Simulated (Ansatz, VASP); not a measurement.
**Cu in VASP and in Ansatz**

Contents of INCAR:

```
SYSTEM = Cu
PREC = Accurate
ENCUT = 520
EDIFF = 1E-7
ISMEAR = 0
SIGMA = 0.027000000000000003
LREAL = .False.
LASPH = .True.
NELM = 100
ALGO = Fast
ISIF = 2
LWAVE = .False.
LCHARG = .False.
GGA = PE
```

File KPOINTS:

```
Automatic mesh
0
Gamma
  13 13 13
  0 0 0
```

Contents of POSCAR:

```
Cu
1.0
    0.0000000000      1.8075000000      1.8075000000
    1.8075000000      0.0000000000      1.8075000000
    1.8075000000      1.8075000000      0.0000000000
Cu
1
Direct
    0.0000000000      0.0000000000      0.0000000000
```

File input.yaml:

```yaml
crystal:
  lattice:
    - [0.0, 1.8075, 1.8075]
    - [1.8075, 0.0, 1.8075]
    - [1.8075, 1.8075, 0.0]
  atoms:
    - { symbol: Cu, position: [0.0, 0.0, 0.0] }
hamiltonian:
  xc: pbe
  pseudopotentials: { kind: paw }
kpoints:
  mp_grid: { grid: [13, 13, 13] }
scf:
  occupations: { method: gaussian, width: 0.027 }
output:
  forces: true
  stress: true
  eigenvalues: true
```

Alike in both runs: task single point; functional PBE; k mesh 13 × 13 × 13; occupations gaussian, width 0.027 eV; no spin polarisation.

|  | VASP | Ansatz |
| --- | --- | --- |
| version | VASP 6.6.1 | Ansatz 0.2.0 |
| potentials or method | VASP PAW PBE potentials, release 64 (Cu) | Ansatz PAW |
| plane-wave cutoff (eV) | 520 | 420 |
| valence electrons in the cell | 11 | 19 |

```csv
,VASP,Ansatz,Ansatz less VASP
gap on the k mesh at the Fermi level (eV),none,none,-
pressure (GPa),2.5,1.7,-0.83
```

A gap of «none» marks a metal or a gap that the smearing closes. The functional is the same, so the differences come from potentials, cutoffs and numerics. The two sets of potentials don't hold the same shells in valence.
